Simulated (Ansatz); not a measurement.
Input for Ansatz (plane-wave DFT), PbO2:

```yaml
crystal:
  lattice:
    - [0.0, 2.701992, 2.701992]
    - [2.701992, 0.0, 2.701992]
    - [2.701992, 2.701992, 0.0]
  atoms:
    - { symbol: Pb, position: [0.0, 0.0, 0.0] }
    - { symbol: O, position: [0.25, 0.25, 0.25] }
    - { symbol: O, position: [0.75, 0.75, 0.75] }
basis:
  ecutwfc: "23 Ha"
kpoints:
  mp_grid: { grid: [6, 6, 6] }
hamiltonian:
  xc: pbe
  dispersion: d4
scf:
  occupations: { method: gaussian, width: 0.1 }
  algorithm: direct_min
  max_iter: 78
output:
  forces: true
  stress: true
  eigenvalues: true
```

Command:

```bash
ansatz run input.yaml --threads 1 --pin off --max-ram 1331MiB --backend cpu --events-out ev --progress --plain --runs-dir out
```

From the log (HF is the Harris–Foulkes energy, dr2 the density residual in eV):

```text
Pseudopotential: Pb, paw, valence charge 14, recommended cutoff 420 eV (normal)
Pseudopotential: O, paw, valence charge 6, recommended cutoff 420 eV (normal)
Crystal: 3 atoms, lattice volume = 39.453 Å³
Basis set: ecut = 625.8618 eV, 1411 PW (Γ), exchange–correlation on 64×64×64 points (8 copies of the dense FFT grid, shifted against one another)
Bands: 17, of which v1, the nominal top of the filled ones, is band 13 counted from 1 (12 counted from 0)
Symmetry: 48 space group operations
Space group: Fm-3m (ITA 225), of the structure as read, at distance tolerance 3.4e-5 Å
k-points: 16 of 216
Initial density: superposition of atomic densities, corrected by the library's trained network
SCF iter   1: HF=-13039.228909 eV  Δρ=2.89e-3  dr2=3.80e-3
SCF iter   2: HF=-13039.228911 eV  Δρ=2.26e-3  dr2=1.69e-3
SCF iter   3: HF=-13039.228214 eV  Δρ=7.82e-4  dr2=2.80e-4
SCF iter   4: HF=-13039.228137 eV  Δρ=9.29e-5  dr2=1.88e-6
eigensolver tolerance schedule calibrated: the retry pair's looser diagonalisation under-reported the residual by θ = 0.34 (0.14/decade); ethr = c·dr2/N_el runs at the constant in force after the calibration composes with the one it found (an armed cap, an earlier calibration), c = 4.8e-2
SCF iter   5: HF=-13039.228137 eV  Δρ=2.17e-5  dr2=1.05e-7
SCF iter   6: F=-13039.228137 eV  HF=-13039.228137 eV  Δρ=2.20e-6  dr2=1.23e-9
SCF 1 converged in 6 iterations: F = -13039.228137 eV  dr2 = 1.23e-9
  Residual-converged pass: ⟨swp⟩=3.8  max |occ|·‖R‖ = 6.5e-6 eV (tolerance 6.7e-6 eV) dr2=1.17e-9  dr2_onsite=3.07e-10  max |Δocc| = 7.5e-12
SCF converged after 6 iterations
Stability not checked: this state was not tested for a lower state beside it, because a direct minimisation reached the state, and no test of it is asked (direct_minimisation; see scf.lower_state_search)
Free energy (F): -13039.228137 eV
E sigma→0 (E₀):  -13039.227524 eV
Entropy (-TS):   -0.001226 eV (-0.409 meV/atom)
Fermi energy:    9.728145 eV
--- Forces (eV/Å), atoms counted from 1 ---
  atom   1  Pb     0.00000000    -0.00000000     0.00000000
  atom   2  O     -0.00000000    -0.00000000     0.00000000
  atom   3  O     -0.00000000    -0.00000000     0.00000000
--- Stress (GPa, compression-positive) ---
       -3.041901       0.000000      -0.000000
        0.000000      -3.041901       0.000000
        0.000000       0.000000      -3.041901
  P = ⅓ Tr σ = -3.0419 GPa (-30.419 kbar)
```

Settings here are deliberately varied, not converged.